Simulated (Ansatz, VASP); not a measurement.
# Two plane-wave programs on SiNi

INCAR

```
SYSTEM = SiNi
ALGO = Normal ; EDIFF = 1E-7
ENCUT = 520 ; GGA = PE
ISIF = 2 ; ISMEAR = -1
ISPIN = 2 ; LASPH = .True.
LCHARG = .False. ; LMAXMIX = 4
LORBIT = 11 ; LREAL = .False.
LWAVE = .False. ; MAGMOM = 1 1 0 0
NBANDS = 26 ; NELM = 100
PREC = Accurate ; SIGMA = 0.05
```

The input KPOINTS:

```
k-points
0
Gamma
  9 8 6
  0 0 0
```

The input POSCAR:

```
SiNi
1.0
    2.9427706600      0.0000000000      0.0000000000
    0.0000000000      3.2803255400      0.0000000000
    0.0000000000      0.0000000000      4.6774467600
Ni Si
2 2
Direct
    0.5000000000      0.5000000000      0.3424955900
    0.0000000000      0.0000000000      0.6575044100
    0.5000000000      0.5000000000      0.8431431600
    0.0000000000      0.0000000000      0.1568568400
```

The input input.yaml:

```yaml
crystal:
  lattice:
    - [2.94277066, 0.0, 0.0]
    - [0.0, 3.28032554, 0.0]
    - [0.0, 0.0, 4.67744676]
  atoms:
    - { symbol: Ni, position: [0.5, 0.5, 0.34249559], spin: 1.0 }
    - { symbol: Ni, position: [0.0, 0.0, 0.65750441], spin: 1.0 }
    - { symbol: Si, position: [0.5, 0.5, 0.84314316] }
    - { symbol: Si, position: [0.0, 0.0, 0.15685684] }
hamiltonian:
  xc: pbe
  pseudopotentials: { kind: paw }
magnetization:
  spin_polarized: true
kpoints:
  mp_grid: { grid: [9, 8, 6] }
scf:
  occupations: { method: fermi_dirac, width: 0.05 }
output:
  forces: true
  stress: true
  eigenvalues: true
  write_density: true
  write_potential: true
  elf: true
  volumetric_format: npy
```

The cell is a database's computed one.

Alike in both runs: task single point; functional PBE; k mesh 9 × 8 × 6; occupations fermi-dirac, width 0.05 eV; collinear spin, ferromagnetic start.

```csv
,VASP,Ansatz
version,VASP 6.6.1,Ansatz 0.2.0
potentials or method,"VASP PAW PBE potentials, release 64 (Ni, Si)",Ansatz PAW
plane-wave cutoff (eV),520,420
valence electrons in the cell,28,44
```

VASP gave:

- gap on the k mesh at the Fermi level (eV): none
- pressure (GPa): 6.8
- largest component of the traceless stress (GPa): 0.30
- rms of the force components (eV/Å): 0.028
- net moment per atom (μB): 0.00

Q: What did Ansatz give for the same quantities?

A: gap on the k mesh at the Fermi level (eV): none; pressure (GPa): 6.7; largest component of the traceless stress (GPa): 0.35; rms of the force components (eV/Å): 0.024; net moment per atom (μB): 0.00.

Atom by atom the forces differ by 0.004 eV/Å (rms over components). A gap of «none» marks a metal or a gap that the smearing closes. The two sets of potentials don't hold the same shells in valence.

Caveats: the starting moments weren't kept (Ansatz).
